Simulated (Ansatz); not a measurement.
**Every step of a relaxation of BAs (zincblende type)**

DFT, PBEsol, PAW with Ansatz's default frozen-core files, scalar-relativistic (Ansatz 0.2.0); a Γ-centred 14×14×14 k mesh, Fermi–Dirac smearing of 0.05 eV, no spin polarisation. The run relaxes cell and atoms at a target pressure of 0 GPa.

Command: `ansatz run input.yaml --threads 1 --pin off --max-ram 2048MiB --backend cpu --events-out ev --progress --plain --runs-dir out` It took 14 s on 1 thread of Arm Neoverse V1, on a shared host, peak memory 0.35 GiB.

PAW: frozen-core files, cutoff 420 eV; forces are relaxed below 0.005 eV/Å.

Each step lists its free energy a cell above the last geometry, the pressure, the cell vectors (Å), and Cartesian positions (Å) with forces (eV/Å).

The first step:

```
step 1  dF = 9.45 meV  P = -3.70 GPa
  cell 0.0000 2.4062 2.4062  2.4062 0.0000 2.4062  2.4062 2.4062 0.0000
  B 0.0000 0.0000 0.0000   0.0000 0.0000 0.0000
  As 1.2031 1.2031 1.2031   0.0000 0.0000 0.0000
```

The PAW files were made under PBE.

The symmetry of the start is kept and no stability test is made, so the end need not be the stable phase.

**Question.** Where does the relaxation end, and by which steps?

**Answer.** After 3 geometries, with conventional a, b, c = 4.768, 4.768, 4.768 Å, at 13.546 Å³/atom (-2.77 % against the start) in space group F-43m, with a shortest distance of 2.064 Å. The further steps:
```
step 2  dF = 0.69 meV  P = -0.97 GPa
  cell 0.0000 2.3896 2.3896  2.3896 0.0000 2.3896  2.3896 2.3896 0.0000
  B 0.0000 0.0000 0.0000   0.0000 0.0000 0.0000
  As 1.1948 1.1948 1.1948   0.0000 0.0000 0.0000
step 3  dF = 0.00 meV  P = 0.04 GPa
  cell 0.0000 2.3838 2.3838  2.3838 0.0000 2.3838  2.3838 2.3838 0.0000
  B 0.0000 0.0000 0.0000   0.0000 0.0000 0.0000
  As 1.1919 1.1919 1.1919   0.0000 0.0000 0.0000
step 4  dF = 0.39 meV  P = 0.03 GPa  (same geometry on a basis chosen anew; earlier energies don't compare to the last digit)
  cell 0.0000 2.3838 2.3838  2.3838 0.0000 2.3838  2.3838 2.3838 0.0000
  B 0.0000 0.0000 0.0000   0.0000 0.0000 0.0000
  As 1.1919 1.1919 1.1919   0.0000 0.0000 0.0000
```
